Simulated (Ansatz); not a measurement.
# ZnS (Wurtzite-6H) under changes of volume

One of the cells (19.600 Å³/atom); the others are scaled copies at fixed shape and fractional positions:

```
Zn S
1.0
     3.81200    0.00000    0.00000
    -1.90600    3.30129    0.00000
     0.00000    0.00000   18.68999
Zn S
6 6
Direct
  0.33333 0.66667 0.83333
  0.66667 0.33333 0.33333
  0.66667 0.33333 0.66667
  0.33333 0.66667 0.16667
  0.00000 0.00000 0.50000
  0.00000 0.00000 0.00000
  0.33333 0.66667 0.95833
  0.66667 0.33333 0.45833
  0.66667 0.33333 0.79167
  0.33333 0.66667 0.29167
  0.00000 0.00000 0.62500
  0.00000 0.00000 0.12500
```

- Program: Ansatz 0.2.0
- Functional: BLYP
- Dispersion: D3(BJ)
- Potentials or basis: Ansatz PAW
- Cutoff: 420 eV (not typed: the program's choice for these potentials)
- k mesh: 8 × 8 × 2
- Occupations: fermi-dirac, width 0.05 eV
- Spin: no spin polarisation

| volume (Å³/atom) | energy over the lowest point (meV/atom) | pressure (GPa) | gap on the mesh (eV) | largest force (eV/Å) |
| --- | --- | --- | --- | --- |
| 18.424 | 16.21 | 5.0 | 2.44 | 0.059 |
| 18.816 | ? | ? | ? | ? |
| 19.208 | 1.19 | 1.3 | 2.24 | 0.051 |
| 19.600 | 0.00 | -0.3 | 2.14 | 0.048 |
| 19.992 | 2.45 | -1.7 | 2.05 | 0.044 |
| 20.384 | 8.15 | -2.9 | 1.96 | 0.041 |
| 20.776 | 16.77 | -4.1 | 1.87 | 0.037 |

Question: What does the run at 18.816 Å³/atom give?

Answer: Energy over the lowest point 6.43 meV/atom; pressure 3.0 GPa; gap on the mesh 2.34 eV; largest force 0.055 eV/Å.

Worked out: A Birch-Murnaghan fit of order 3 (a polynomial in V^(-2/3)) to the other rows has its minimum at 19.53 Å³/atom with B0 = V·E''(V) = 75 GPa and B' = 4.5 at fixed shape and positions, which overstates the stiffness. It gives 6.43 meV/atom at 18.816 Å³/atom, against the run's 6.43, and -dE/dV = 3.0 GPa, against 3.0. A straight line through the other rows of the gap, of slope -4.74 eV per unit of ln V (its deformation potential), gives 2.34 eV, against the run's 2.34.

Energies are extrapolated to zero smearing.

Caveats: the cell's inner coordinates are idealised or old, which leaves forces on the atoms; the PAW data sets come from PBE, with cores solved anew for the run's functional, which leaves a small shift of forces and pressure.

A mesh can miss the band edges.
